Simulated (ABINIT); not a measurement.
# C (P-1) in ABINIT: convergence with cutoff

Aim: find how far cutoff must go before the results for C settle, at PBE. This setting moves, with any that are tied to it; all else stays.

Program: ABINIT 10.8.3 (patched build). These are calculated values, not measurements. Logs are shortened: lines on timing, memory, paths and dates and some standing lists are left out, and cuts for length are marked. The log counts tension as positive stress, the text compression.

## 1. The cell of the first run

The typed cell holds 2 atoms: a = 2.522 Å, b = 2.522 Å, c = 2.522 Å, α = 60.00°, β = 60.00°, γ = 60.00°.

This isn't the form of C at room conditions, which is graphite.

The cell isn't the ideal one: atoms moved at random, drawn with an rms of 0.05 Å.

## 2. With cutoff 16 Ha

run.abi

```
# Pseudopotentials
pp_dirpath "./"
pseudos "C_ONCV_PBE-1.2.upf"

# Structure
acell 3*1.0 Angstrom
rprim
     0.0000000000     1.7833700000     1.7833700000
     1.7833700000     0.0000000000     1.7833700000
     1.7833700000     1.7833700000     0.0000000000
ntypat 1
znucl 6
natom 2
typat 1 1
xred
     0.7477760000     0.7530630000     0.7541630000
     0.4892810000     0.4986030000     0.4935990000
chkprim 0
chksymtnons 0
tolsym 1.0e-6

# Plane-wave basis
ecut 16.0

# k points
kptopt 1
ngkpt 9 9 9
nshiftk 1
shiftk 0.0 0.0 0.0

# Exchange and correlation
ixc 11

# Bands and occupations
nband 8
occopt 7
tsmear 0.05 eV

# SCF cycle
nstep 100
tolvrs 1.0e-10

# Output
iomode 3
prtwf 0
prtden 0
prteig 0
prtebands 0
enunit 1
```

Potentials or basis: SG15 NC PBE v1.2.

The run is started by

```console
> abinit run.abi > log 2>&1
```

run.abo:

```text
.Version 10.8.3 of ABINIT
 Symmetries : space group P-1 (#  2); Bravais aP (primitive triclinic)
================================================================================
 Values of the parameters that define the memory need of the present run
     intxc =       0    ionmov =       0      iscf =       7    lmnmax =       4
     lnmax =       4     mgfft =      18  mpssoang =       2    mqgrid =    3001
     natom =       2  nloc_mem =       1    nspden =       1   nspinor =       1
    nsppol =       1      nsym =       2    n1xccc =       0    ntypat =       1
    occopt =       7   xclevel =       2
       mpw =         244          nfft =        5832          nkpt =         365
================================================================================
================================================================================

--------------------------------------------------------------------------------
------------- Echo of variables that govern the present computation ------------
--------------------------------------------------------------------------------
 -outvars: echo values of preprocessed input variables --------
            acell      1.8897261259E+00  1.8897261259E+00  1.8897261259E+00 Bohr
              amu      1.20110000E+01
          chkprim           0
      chksymtnons           0
             ecut      1.60000000E+01 Hartree
           enunit           1
                       outvar_i_n : Printing only first  50 k-points.
              ixc          11
                       outvar_i_n : Printing only first  50 k-points.
         kptrlatt        9    0    0      0    9    0      0    0    9
          kptrlen      4.28941268E+01
            natom           2
            nband           8
            ngfft          18      18      18
             nkpt         365
            nstep         100
             nsym           2
           ntypat           1
                       prtocc : prtvol=0, do not print more k-points.
           occopt           7
           prtden           0
        prtebands           0
           prteig           0
            prtwf           0
            rprim      0.0000000000E+00  1.7833700000E+00  1.7833700000E+00
                       1.7833700000E+00  0.0000000000E+00  1.7833700000E+00
                       1.7833700000E+00  1.7833700000E+00  0.0000000000E+00
          spgroup           2
           tolsym      1.00000000E-06
           tolvrs      1.00000000E-10
           tsmear      1.83746611E-03 Hartree
            typat      1  1
                       outvars : Printing only first  50 k-points.
           xangst      2.6879416316E+00  2.6785129544E+00  2.6765512474E+00
                       1.7694632807E+00  1.7528387056E+00  1.7617626891E+00
            xcart      5.0794735262E+00  5.0616559086E+00  5.0579488196E+00
                       3.3438009904E+00  3.3123850965E+00  3.3292489812E+00
             xred      7.4777600000E-01  7.5306300000E-01  7.5416300000E-01
                       4.8928100000E-01  4.9860300000E-01  4.9359900000E-01
            znucl        6.00000

================================================================================

 chkinp: Checking input parameters for consistency.
[... 76 lines left out ...]
xred      :
- [  7.4778E-01,   7.5306E-01,   7.5416E-01,  C]
- [  4.8928E-01,   4.9860E-01,   4.9360E-01,  C]
cartesian_forces: # hartree/bohr
- [ -1.42567608E-02,  -1.87808560E-02,  -1.18394661E-02, ]
- [  1.42567608E-02,   1.87808560E-02,   1.18394661E-02, ]
force_length_stats: {min:   2.63846307E-02, max:   2.63846307E-02, mean:   2.63846307E-02, }
...

 Integrated electronic density in atomic spheres:
 ------------------------------------------------
 Atom  Sphere_radius  Integrated_density
    1        2.00000          4.67440566
    2        2.00000          4.70852030
================================================================================

 ----iterations are completed or convergence reached----

 Mean square residual over all n,k,spin=   33.012E-10; max=  78.482E-07
 reduced coordinates (array xred) for    2 atoms
       0.747776000000      0.753063000000      0.754163000000
       0.489281000000      0.498603000000      0.493599000000
 rms dE/dt=  1.0129E-01; max dE/dt=  1.1134E-01; dE/dt below (all hartree)
    1       0.103192962027      0.087946395316      0.111339440908
    2      -0.103192962027     -0.087946395316     -0.111339440908

 cartesian coordinates (angstrom) at end:
    1      2.68794163162000     2.67851295443000     2.67655124743000
    2      1.76946328074000     1.75283870560000     1.76176268908000

 cartesian forces (hartree/bohr) at end:
    1     -0.01425676082944    -0.01878085602133    -0.01183946606168
    2      0.01425676082944     0.01878085602133     0.01183946606168
 frms,max,avg= 1.5233174E-02 1.8780856E-02   0.000E+00  0.000E+00  0.000E+00 h/b

 cartesian forces (eV/Angstrom) at end:
    1     -0.73311211786227    -0.96575044624667    -0.60880982312046
    2      0.73311211786227     0.96575044624667     0.60880982312046
 frms,max,avg= 7.8332128E-01 9.6575045E-01   0.000E+00  0.000E+00  0.000E+00 e/A
 length scales=  1.889726125908  1.889726125908  1.889726125908 bohr
              =  1.000000000000  1.000000000000  1.000000000000 angstroms
 Fermi (or HOMO) energy (eV) =  15.78657   Average Vxc (eV)= -13.21626
 Eigenvalues (   eV  ) for nkpt= 365  k points:
 kpt#   1, nband=  8, wtk=  0.00137, kpt=  0.0000  0.0000  0.0000 (reduced coord)
  -9.78189   11.43019   11.62820   12.80052   16.93330   17.92166   18.10472   24.94560
 prteigrs : prtvol=0 or 1, do not print more k-points.

--- !EnergyTerms
iteration_state     : {dtset: 1, }
comment             : Components of total free energy in Hartree
kinetic             :  8.09868770242478E+00
hartree             :  9.33931285838748E-01
xc                  : -3.55192832073977E+00
Ewald energy        : -1.27839149406571E+01
psp_core            :  4.74986625396193E-01
local_psp           : -4.87470833224641E+00
non_local_psp       :  3.98952191179005E-01
internal            : -1.13039937888046E+01
'-kT*entropy'       : -1.05808211892662E-15
total_energy        : -1.13039937888046E+01
total_energy_eV     : -3.07597341109332E+02
band_energy         :  8.59728832962464E-01
...

 Cartesian components of stress tensor (hartree/bohr^3)
  sigma(1 1)=  2.19607348E-03  sigma(3 2)=  4.85483626E-06
  sigma(2 2)=  2.19929809E-03  sigma(3 1)=  1.71711577E-05
  sigma(3 3)=  2.19476808E-03  sigma(2 1)= -2.88165904E-06

-Cartesian components of stress tensor (GPa)         [Pressure= -6.4630E+01 GPa]
- sigma(1 1)=  6.46107123E+01  sigma(3 2)=  1.42834214E-01
- sigma(2 2)=  6.47055839E+01  sigma(3 1)=  5.05192902E-01
- sigma(3 3)=  6.45723061E+01  sigma(2 1)= -8.47813361E-02

== END DATASET(S) ==============================================================
================================================================================

 -outvars: echo values of variables after computation  --------
            acell      1.8897261259E+00  1.8897261259E+00  1.8897261259E+00 Bohr
           etotal     -1.1303993789E+01
            fcart     -1.4256760829E-02 -1.8780856021E-02 -1.1839466062E-02
                       1.4256760829E-02  1.8780856021E-02  1.1839466062E-02
            rprim      0.0000000000E+00  1.7833700000E+00  1.7833700000E+00
                       1.7833700000E+00  0.0000000000E+00  1.7833700000E+00
                       1.7833700000E+00  1.7833700000E+00  0.0000000000E+00
           strten      2.1960734757E-03  2.1992980941E-03  2.1947680753E-03
                       4.8548362590E-06  1.7171157727E-05 -2.8816590423E-06
           xangst      2.6879416316E+00  2.6785129544E+00  2.6765512474E+00
                       1.7694632807E+00  1.7528387056E+00  1.7617626891E+00
             xred      7.4777600000E-01  7.5306300000E-01  7.5416300000E-01
                       4.8928100000E-01  4.9860300000E-01  4.9359900000E-01
 Calculation completed.
```

Run time: 9.2 s. Hardware: 1 thread of Arm Neoverse V2, shared host; peak memory 0.05 GiB.

Results:

```yaml
Free_energy: -307.5973 eV
Largest_force: 1.357 eV/Å
Band_gap_on_the_k_mesh: 3.22 eV, indirect (least direct gap 4.13 eV)
All_electrons_inside_the_program's_atomic_spheres: C 4.67, 4.71 (radii [1.0584] Å)
```

## 3. With cutoff 20 Ha

run.abi: that of step 2 with these lines changed.

```diff
@@ -22,3 +22,3 @@
 # Plane-wave basis
-ecut 16.0
+ecut 20.0
```

Potentials or basis: SG15 NC PBE v1.2.

The run is started by

```console
> abinit run.abi > log 2>&1
```

Wall time 12 s (1 thread of Arm Neoverse V2, shared host); peak memory 0.06 GiB.

Results (log left out):

- Free energy: -309.1554 eV
- Largest force: 1.788 eV/Å
- Band gap on the k mesh: 3.22 eV, indirect (least direct gap 4.03 eV)
- All electrons inside the program's atomic spheres: C 4.72, 4.71 (radii [1.0584] Å)

## 4. With cutoff 24 Ha

run.abi: that of step 3 with these lines changed.

```diff
@@ -22,3 +22,3 @@
 # Plane-wave basis
-ecut 20.0
+ecut 24.0
```

The run is started by

```console
> abinit run.abi > log 2>&1
```

Wall time 22 s (1 thread of Arm Neoverse V2, shared host); peak memory 0.07 GiB.

Results (log left out):

```
Free energy                                       : -309.7078 eV
Largest force                                     : 1.709 eV/Å
Band gap on the k mesh                            : 3.25 eV, indirect (least direct gap 4.04 eV)
All electrons inside the program's atomic spheres : C 4.71, 4.70 (radii [1.0584] Å)
```

## 5. With cutoff 28 Ha

run.abi: that of step 4 with these lines changed.

```diff
@@ -22,3 +22,3 @@
 # Plane-wave basis
-ecut 24.0
+ecut 28.0
```

The run is started by

```console
> abinit run.abi > log 2>&1
```

Run time: 24 s. Hardware: 1 thread of Arm Neoverse V2, shared host; peak memory 0.07 GiB.

Results (log left out):

| Item | Value |
| --- | --- |
| Free energy | -309.8999 eV |
| Largest force | 1.633 eV/Å |
| Band gap on the k mesh | 3.27 eV, indirect (least direct gap 3.98 eV) |
| All electrons inside the program's atomic spheres | C 4.71, 4.70 (radii [1.0584] Å) |

## 6. With cutoff 34 Ha

run.abi: that of step 5 with these lines changed.

```diff
@@ -22,3 +22,3 @@
 # Plane-wave basis
-ecut 28.0
+ecut 34.0
```

Potentials or basis: SG15 NC PBE v1.2.

The run is started by

```console
> abinit run.abi > log 2>&1
```

Run time: 33 s. Hardware: 1 thread of Arm Neoverse V2, shared host; peak memory 0.07 GiB.

It converged, with:

```yaml
Free_energy: -309.9864 eV
Pressure: -0.1 GPa
Largest_force: 1.658 eV/Å
Band_gap_on_the_k_mesh: 3.28 eV, indirect (least direct gap 3.99 eV)
All_electrons_inside_the_program's_atomic_spheres: C 4.69, 4.70 (radii [1.0584] Å)
```

## 7. With cutoff 40 Ha

run.abi: that of step 6 with these lines changed.

```diff
@@ -22,3 +22,3 @@
 # Plane-wave basis
-ecut 34.0
+ecut 40.0
```

The run is started by

```console
> abinit run.abi > log 2>&1
```

It took 46 s on 1 thread of Arm Neoverse V2, shared host; peak memory 0.07 GiB.

Results (log left out):

- Free energy: -309.9960 eV
- Pressure: 1.2 GPa
- Largest force: 1.659 eV/Å
- Band gap on the k mesh: 3.28 eV, indirect (least direct gap 3.99 eV)
- All electrons inside the program's atomic spheres: C 4.68, 4.70 (radii [1.0584] Å)

## 8. With cutoff 46 Ha

run.abi: that of step 7 with these lines changed.

```diff
@@ -22,3 +22,3 @@
 # Plane-wave basis
-ecut 40.0
+ecut 46.0
```

The run is started by

```console
> abinit run.abi > log 2>&1
```

Wall time 49 s (1 thread of Arm Neoverse V2, shared host); peak memory 0.11 GiB.

It converged, with:

| Item | Value |
| --- | --- |
| Free energy | -309.9969 eV |
| Pressure | 1.2 GPa |
| Largest force | 1.658 eV/Å |
| Band gap on the k mesh | 3.28 eV, indirect (least direct gap 3.99 eV) |
| All electrons inside the program's atomic spheres | C 4.68, 4.70 (radii [1.0584] Å) |

## 9. With cutoff 54 Ha

run.abi: that of step 8 with these lines changed.

```diff
@@ -22,3 +22,3 @@
 # Plane-wave basis
-ecut 46.0
+ecut 54.0
```

Potentials or basis: SG15 NC PBE v1.2.

The run is started by

```console
> abinit run.abi > log 2>&1
```

Wall time 60 s (1 thread of Arm Neoverse V2, shared host); peak memory 0.12 GiB.

Results (log left out):

* Free energy: -310.0005 eV
* Pressure: 1.0 GPa
* Largest force: 1.657 eV/Å
* Band gap on the k mesh: 3.29 eV, indirect (least direct gap 3.99 eV)
* All electrons inside the program's atomic spheres: C 4.70 (radii [1.0584] Å)

## 10. With cutoff 64 Ha

run.abi: that of step 9 with these lines changed.

```diff
@@ -22,3 +22,3 @@
 # Plane-wave basis
-ecut 54.0
+ecut 64.0
```

The run is started by

```console
> abinit run.abi > log 2>&1
```

It took 86 s on 1 thread of Arm Neoverse V2, shared host; peak memory 0.14 GiB.

The run converged. Its results:

- Free energy: -310.0037 eV
- Pressure: 1.1 GPa
- Largest force: 1.657 eV/Å
- Band gap on the k mesh: 3.29 eV, indirect (least direct gap 3.99 eV)
- All electrons inside the program's atomic spheres: C 4.71, 4.70 (radii [1.0584] Å)

## 11. Result

| cutoff | energy less the tightest run, at zero smearing (meV/atom) | largest force (eV/Å) | gap on the mesh (eV) | SCF cycles | CPU time (s) | peak memory (GiB) |
| --- | --- | --- | --- | --- | --- | --- |
| 16 Ha | 1203.17 | 1.357 | 3.222 | 6 | 9.1 | 0.05 |
| 20 Ha | 424.13 | 1.788 | 3.217 | 6 | 12 | 0.06 |
| 24 Ha | 147.93 | 1.709 | 3.249 | 7 | 22 | 0.07 |
| 28 Ha | 51.87 | 1.633 | 3.271 | 7 | 24 | 0.07 |
| 34 Ha | 8.62 | 1.658 | 3.285 | 7 | 33 | 0.07 |
| 40 Ha | 3.86 | 1.659 | 3.285 | 7 | 46 | 0.07 |
| 46 Ha | 3.39 | 1.658 | 3.285 | 7 | 49 | 0.11 |
| 54 Ha | 1.59 | 1.657 | 3.285 | 7 | 60 | 0.12 |
| 64 Ha | 0.00 | 1.657 | 3.285 | 7 | 86 | 0.14 |

Against the tightest run, the largest force stays within 0.005 eV/Å from 34 Ha on; the gap on the mesh stays within 0.01 eV from 34 Ha on. Not settled before the last step: the energy (to 1 meV/atom). The tightest run that finished is the yardstick and may itself not be fully converged.

Caveats: an odd mesh through Γ misses points on the zone boundary, where band edges often lie.
